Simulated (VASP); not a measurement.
# Cr (P6_3/mmc) in VASP: a series of runs

One crystal, Cr, is run at these levels: revPBE; tasks: single point.

Program: VASP 6.6.1. These are calculated values, not measurements. Logs are shortened: lines on timing, memory, paths and dates and some standing lists are left out, and cuts for length are marked.

## 1. The crystal as given

Symmetry: P6_3/mmc, No. 194, hexagonal system. The conventional cell has a = 2.502 Å, b = 2.502 Å, c = 4.469 Å, α = 90.00°, β = 90.00°, γ = 120.00°. Around Cr (site symmetry -6m2) lie 12 Cr at 2.50 to 2.66 Å.

This isn't the form of Cr at room conditions, which is bcc.

## 2. Single point, revPBE

File INCAR:

```
PREC = Accurate
ENCUT = 520
EDIFF = 1E-6
ISMEAR = -1
SIGMA = 0.1
LREAL = F
LASPH = T
NELM = 80
ALGO = Normal
ISIF = 2
LWAVE = F
LCHARG = T
GGA = RE
LELF = T
LVHAR = T
NBANDS = 19
```

File KPOINTS:

```
regular mesh
0
Gamma
  16 16 8
```

File POSCAR:

```
Cr
1.0
    2.5020384049      0.0000000000      0.0000000000
   -1.2510192024      2.1668288199      0.0000000000
    0.0000000000      0.0000000000      4.4688933305
Cr
2
Direct
    0.3333333333      0.6666666667      0.2500000000
    0.6666666667      0.3333333333      0.7500000000
```

Potentials or basis: VASP PAW PBE potentials, release 64 (Cr_pv).

Launch:

```bash
$ cat potpaw_PBE.64/Cr_pv/POTCAR > POTCAR
$ mpirun -np 1 vasp_std > vasp.out
```

OUTCAR:

```text
PREC = Accurate
   ENCUT = 520
   EDIFF = 1E-6
   ISMEAR = -1
   LREAL = F
   LASPH = T
   NELM = 80
   ISIF = 2
   GGA = RE

 ion  position               nearest neighbor table
   1  0.333  0.667  0.250-   2 2.66   2 2.66   2 2.66   2 2.66   2 2.66   2 2.66
   2  0.667  0.333  0.750-   1 2.66   1 2.66   1 2.66   1 2.66   1 2.66   1 2.66

  LATTYP: Found a hexagonal cell.
 ALAT       =     2.5020384049
 C/A-ratio  =     1.7861010134

  Lattice vectors:

 A1 = (   2.5020384049,   0.0000000000,   0.0000000000)
 A2 = (  -1.2510192024,   2.1668288199,   0.0000000000)
 A3 = (   0.0000000000,   0.0000000000,   4.4688933305)

Analysis of symmetry for initial positions (statically):
=====================================================================
 Subroutine PRICEL returns:
 Original cell was already a primitive cell.

 Routine SETGRP: Setting up the symmetry group for a
 hexagonal supercell.

 Subroutine GETGRP returns: Found 24 space group operations
 (whereof 12 operations were pure point group operations)
 out of a pool of 24 trial point group operations.

The static configuration has the point symmetry D_3d.
 The point group associated with its full space group is D_6h.

Analysis of symmetry for dynamics (positions and initial velocities):
=====================================================================
 Subroutine PRICEL returns:
 Original cell was already a primitive cell.

 Routine SETGRP: Setting up the symmetry group for a
 hexagonal supercell.

 Subroutine GETGRP returns: Found 24 space group operations
 (whereof 12 operations were pure point group operations)
 out of a pool of 24 trial point group operations.

The dynamic configuration has the point symmetry D_3d.
 The point group associated with its full space group is D_6h.

 Subroutine INISYM returns: Found 24 space group operations
 (whereof 12 operations are pure point group operations),
 and found     1 'primitive' translations

----------------------------------------------------------------------------------------

                                     Primitive cell

  volume of cell :      24.2281

  direct lattice vectors                    reciprocal lattice vectors
     2.502038405  0.000000000  0.000000000     0.399674121  0.230751961  0.000000000
    -1.251019202  2.166828820  0.000000000     0.000000000  0.461503923  0.000000000
     0.000000000  0.000000000  4.468893331     0.000000000  0.000000000  0.223769047

  length of vectors
     2.502038405  2.502038405  4.468893331     0.461503923  0.461503923  0.223769047

  position of ions in fractional coordinates (direct lattice)
     0.333333333  0.666666667  0.250000000
     0.666666667  0.333333333  0.750000000

  ion indices of the primitive-cell ions
   primitive index   ion index
                 1           1
                 2           2

----------------------------------------------------------------------------------------

 KPOINTS: regular mesh

Automatic generation of k-mesh.
 Grid dimensions read from file:
 generate k-points for:   16   16    8

 Generating k-lattice:

  Cartesian coordinates                     Fractional coordinates (reciprocal lattice)
     0.024979633  0.014421998  0.000000000     0.062500000 -0.000000000  0.000000000
     0.000000000  0.028843995  0.000000000     0.000000000  0.062500000  0.000000000
     0.000000000  0.000000000  0.027971131     0.000000000  0.000000000  0.125000000

  Length of vectors
     0.028843995  0.028843995  0.027971131

  Shift w.r.t. Gamma in fractional coordinates (k-lattice)
     0.000000000  0.000000000  0.000000000

 Subroutine IBZKPT returns following result:
 ===========================================

 Found    150 irreducible k-points:

 Following reciprocal coordinates:
            Coordinates               Weight
  0.000000  0.000000  0.000000      1.000000
  0.062500 -0.000000  0.000000      6.000000
  0.125000 -0.000000  0.000000      6.000000
  0.187500 -0.000000  0.000000      6.000000
  0.250000 -0.000000  0.000000      6.000000
  0.312500  0.000000  0.000000      6.000000
[... 16 lines left out ...]
  0.187500  0.187500  0.000000      6.000000
  0.250000  0.187500  0.000000     12.000000
 [... further k-points ...]
   k-points           NKPTS =    150   k-points in BZ     NKDIM =    150   number of bands    NBANDS=     19
   number of dos      NEDOS =    301   number of ions     NIONS =      2
   total plane-waves  NPLWV =  14400
   dimension x,y,z NGX =    20 NGY =   20 NGZ =   36
   dimension x,y,z NGXF=    40 NGYF=   40 NGZF=   72
   ions per type =               2
   NGX,Y,Z   is equivalent  to a cutoff of  13.29, 13.29, 13.39 a.u.
   NGXF,Y,Z  is equivalent  to a cutoff of  26.58, 26.58, 26.78 a.u.
 SYSTEM =  unknown system
   PREC   = accura    normal or accurate (medium, high low for compatibility)
   ISTART =      0    job   : 0-new  1-cont  2-samecut
   ICHARG =      2    charge: 1-file 2-atom 10-const
   ISPIN  =      1    spin polarized calculation?
   LNONCOLLINEAR =      F non collinear calculations
   LSORBIT =      F    spin-orbit coupling
   LASPH  =      T    aspherical Exc in radial PAW
   ENCUT  =  520.0 eV  38.22 Ry    6.18 a.u.   4.65  4.65  8.31*2*pi/ulx,y,z
   NELM   =     80;   NELMIN=  2; NELMDL= -5     # of ELM steps
   EDIFF  = 0.1E-05   stopping-criterion for ELM
   LREAL  =      F    real-space projection
   EDIFFG = 0.1E-04   stopping-criterion for IOM
   NSW    =      0    number of steps for IOM
   IBRION =     -1    ionic relax: 0-MD 1-quasi-New 2-CG
   NFREE  =      0    steps in history (QN), initial steepest desc. (CG)
   ISIF   =      2    stress and relaxation
   ISYM   =      2    0-nonsym 1-usesym 2-fastsym
   POTIM  = 0.5000    time-step for ionic-motion
   TEBEG  =    0.0;   TEEND  =   0.0 temperature during run
   PSTRESS=    0.0 pullay stress
   NELECT =      24.0000    total number of electrons
   NUPDOWN=      -1.0000    fix difference up-down
   EMIN   =  10.00;   EMAX   =-10.00  energy-range for DOS
   EFERMI =   0.00;   METHOD = LEGACY
   ISMEAR =    -1;   SIGMA  =   0.10  broadening in eV -4-tet -1-fermi 0-gaus
   EFERMI_NEDOS =   21; number of points for ismear=-14 and -15
   IALGO  =     38    algorithm
   IMIX   =      4    mixing-type and parameters
     AMIX     =   0.40;   BMIX     =  1.00
     AMIX_MAG =   1.60;   BMIX_MAG =  1.00
  volume/ion in A,a.u.               =      12.11        81.75
  Fermi-wavevector in a.u.,A,eV,Ry     =   1.631946  3.083930 36.235675  2.663247
  Thomas-Fermi vector in A             =   2.723998
   LORBIT       =      0    0 simple, 1 ext, 2 COOP (PROOUT), +10 PAW based schemes
   GGA     = RE    functional components
   LHFCALC =     F    Hartree Fock is set to
   AEXX    =    0.0000 exact exchange contribution
   IVDW    =     0    specifies the selected vdW correction
   LEPSILON=     F    determine dielectric tensor
   LRPA    =     F    only Hartree local field effects (RPA)
 non-spin polarized calculation
  energy-cutoff  :      520.00
  volume of cell :       24.23
 maximum number of plane-waves:       673
 NGX is ok and might be reduce to    20
   NGX =  9   NGY =  9   NGZ = 17

 number of electron      24.0000010 magnetization

 Free energy of the ion-electron system (eV)
  ---------------------------------------------------
  ext. energy  EPLUGINS =         0.00000000
  ---------------------------------------------------
  free energy    TOTEN  =       -17.45669528 eV

  energy without entropy =      -17.34794851  energy(sigma->0) =      -17.40232189

 E-fermi :  10.2399     XC(G=0): -13.2913

 val. band max:       10.2380769184   @ k =   0.3125   0.2500   0.1250
 cond. band min:      10.2419286909   @ k =   0.3750   0.1250   0.1250
 fundamental gap:      0.0038517725
 Fermi energy:        10.2398915019

 k-point     1 :       0.0000    0.0000    0.0000
  band No.  band energies     occupation
      1     -33.0497      2.00000
      2     -32.4224      2.00000
      3     -32.2715      2.00000
      4     -32.2715      2.00000
      5     -32.2109      2.00000
      6     -32.2109      2.00000
[... 11 lines left out ...]
     18      12.3752      0.00000
     19      17.6722      0.00000

 k-point     2 :       0.0625   -0.0000    0.0000
  band No.  band energies     occupation
      1     -33.0397      2.00000
      2     -32.4234      2.00000
      3     -32.3019      2.00000
      4     -32.2797      2.00000
      5     -32.2420      2.00000
      6     -32.2165      2.00000
[... 11 lines left out ...]
     18      12.8018      0.00000
     19      17.6724      0.00000

 k-point     3 :       0.1250   -0.0000    0.0000
  band No.  band energies     occupation
      1     -33.0106      2.00000
      2     -32.4266      2.00000
      3     -32.3887      2.00000
      4     -32.3296      2.00000
      5     -32.3030      2.00000
      6     -32.2327      2.00000
[... 11 lines left out ...]
     18      13.7230      0.00000
     19      17.6732      0.00000

 k-point     4 :       0.1875   -0.0000    0.0000
  band No.  band energies     occupation
      1     -32.9653      2.00000
      2     -32.5186      2.00000
      3     -32.4581      2.00000
      4     -32.4332      2.00000
      5     -32.3372      2.00000
      6     -32.2574      2.00000
[... 11 lines left out ...]
     18      14.8422      0.00000
     19      17.6765      0.00000

 k-point     5 :       0.2500   -0.0000    0.0000
  band No.  band energies     occupation
      1     -32.9083      2.00000
      2     -32.6716      2.00000
      3     -32.6060      2.00000
      4     -32.4444      2.00000
      5     -32.3766      2.00000
      6     -32.2870      2.00000
[... 11 lines left out ...]
     18      16.0657      0.00000
     19      17.6836      0.00000
[... 334 lines left out ...]
      2     -32.9207      2.00000
      3     -32.7166      2.00000
      4     -32.5370      2.00000
      5     -32.5157      2.00000
      6     -32.4335      2.00000
[... 11 lines left out ...]
     18      17.5845      0.00000
     19      17.7377      0.00000

 k-point    22 :       0.4375    0.1250    0.0000
  band No.  band energies     occupation
      1     -33.0293      2.00000
      2     -32.9419      2.00000
      3     -32.6959      2.00000
      4     -32.5481      2.00000
      5     -32.5280      2.00000
      6     -32.4415      2.00000
[... 11 lines left out ...]
     18      16.7858      0.00000
     19      17.7158      0.00000

 k-point    23 :       0.1875    0.1875    0.0000
  band No.  band energies     occupation
      1     -32.8303      2.00000
      2     -32.7729      2.00000
      3     -32.7642      2.00000
      4     -32.4659      2.00000
      5     -32.4618      2.00000
      6     -32.3962      2.00000
[... 11 lines left out ...]
     18      17.7184      0.00000
     19      17.7703      0.00000

 k-point    24 :       0.2500    0.1875    0.0000
  band No.  band energies     occupation
      1     -32.8691      2.00000
      2     -32.8311      2.00000
      3     -32.7722      2.00000
      4     -32.5275      2.00000
      5     -32.4879      2.00000
      6     -32.4538      2.00000
[... 11 lines left out ...]
     18      17.7072      0.00000
     19      17.7174      0.00000

 [... further k-points ...]
[... 5 lines left out ...]
  --------------------------------------------------------------------------------------
  -------------------------------------------------------------------------------------
  Total       -0.0549583     -0.0549583     -0.0389990     -0.0000000      0.0000000      0.0000000
  in kB       -3.6343373     -3.6343373     -2.5789670     -0.0000000      0.0000000      0.0000000
  external PRESSURE =      -3.2825472 kB  Pullay stress =       0.0000000 kB

 VOLUME and BASIS-vectors are now :
 -----------------------------------------------------------------------------
  energy-cutoff  :      520.00
  volume of cell :       24.23
      direct lattice vectors                 reciprocal lattice vectors
     2.502038405  0.000000000  0.000000000     0.399674121  0.230751961  0.000000000
    -1.251019202  2.166828820  0.000000000     0.000000000  0.461503923  0.000000000
     0.000000000  0.000000000  4.468893331     0.000000000  0.000000000  0.223769047

 POSITION                                       TOTAL-FORCE (eV/Angst)
 -----------------------------------------------------------------------------------
     -0.00000      1.44455      1.11722        -0.000000      0.000000      0.000000
      1.25102      0.72228      3.35167         0.000000     -0.000000      0.000000
 -----------------------------------------------------------------------------------
    total drift:                                0.000000     -0.000000      0.000000

  FREE ENERGIE OF THE ION-ELECTRON SYSTEM (eV)
  ---------------------------------------------------
  free  energy   TOTEN  =       -17.4566952752 eV

  energy  without entropy=      -17.3479485143  energy(sigma->0) =      -17.40232189
```

It took 38 s on 1 thread of AMD EPYC 9R45 (Zen 5), shared host; peak memory 0.15 GiB.

Results:

```yaml
Free_energy: -17.4567 eV
Pressure: -0.3 GPa
Band_gap_on_the_k_mesh: none (metal or under the smearing width)
```

Caveat: the PAW data sets were made with another functional, which shifts forces and pressure a little; the run has no spin polarisation, though such a crystal can be magnetic.

## 3. Single point, revPBE

This run uses another cell than the first one, of 13.08 Å³/atom, 1.080 times its volume.

File INCAR:

```
SYSTEM = Cr
PREC = Accurate ; ENCUT = 520
EDIFF = 1E-7 ; ISMEAR = -1
SIGMA = 0.1 ; LREAL = .False.
LASPH = .True. ; NELM = 80
ALGO = Normal ; ISIF = 2
LWAVE = .False. ; LCHARG = .False.
GGA = RE ; NBANDS = 19
```

File KPOINTS:

```
regular mesh
0
Gamma
  16 16 8
  0 0 0
```

File POSCAR:

```
Cr
1.0
    2.5670552940      0.0000000000      0.0000000000
   -1.2835276470      2.2231350975      0.0000000000
    0.0000000000      0.0000000000      4.5850200620
Cr
2
Direct
    0.3333333333      0.6666666667      0.2500000000
    0.6666666667      0.3333333333      0.7500000000
```

Potentials or basis: VASP PAW PBE potentials, release 64 (Cr_pv).

Launch:

```bash
$ cat potpaw_PBE.64/Cr_pv/POTCAR > POTCAR
$ mpirun -np 1 vasp_std > vasp.out
```

Wall time 43 s (1 thread of AMD EPYC 9R45 (Zen 5), shared host); peak memory 0.15 GiB.

It converged, with:

```
Free energy            : -17.3592 eV
Pressure               : -14.9 GPa
Band gap on the k mesh : none (metal or under the smearing width)
```

Stress tensor (GPa, compression positive):
```
-15.46   0.00   0.00
  0.00 -15.46   0.00
  0.00   0.00 -13.82
```

Levels at points of the mesh, in eV from the Fermi level:
```tsv
k point	band 10	band 11	band 12	band 13	band 14	band 15
(0.00, 0.00, 0.00)	-0.32	-0.29	-0.29	0.00	0.00	0.95
(0.50, 0.00, 0.00)	-0.80	-0.63	-0.27	-0.10	2.01	2.46
(0.00, 0.00, 0.50)	-1.42	-0.27	-0.27	-0.27	-0.27	1.58
(0.50, 0.00, 0.50)	-2.15	0.84	0.84	1.10	1.10	2.52
```

Caveat: the PAW data sets were made with another functional, which shifts forces and pressure a little; the run has no spin polarisation, though such a crystal can be magnetic.
